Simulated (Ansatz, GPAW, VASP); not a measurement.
Cu: 3 runs at one level of theory

```
Cu
1.0
     0.00000    1.80750    1.80750
     1.80750    0.00000    1.80750
     1.80750    1.80750    0.00000
Cu
1
Direct
  0.00000 0.00000 0.00000
```

Alike in all runs: task single point; functional PBEsol; k mesh 13 × 13 × 13; occupations gaussian, width 0.1 eV; no spin polarisation; no spin-orbit coupling. Pressure is positive in compression and, in plane waves, holds the error of the finite cutoff.

```csv
program and potentials,plane-wave cutoff (eV),notes,pressure (GPa)
"Ansatz, all-electron LAPW, scalar-relativistic",-,-,-6.59
"GPAW, PAW data sets generated for this functional",600,-,-4.74
"VASP, PBE PAW files Cu, 500 eV",500,potentials made for PBE,?
```

Question: Estimate from the other rows what the run with VASP, PBE PAW files Cu, 500 eV gave.

Answer: Pressure -5.50 GPa. The other rows, which needn't bracket it: pressure -6.59 to -4.74.
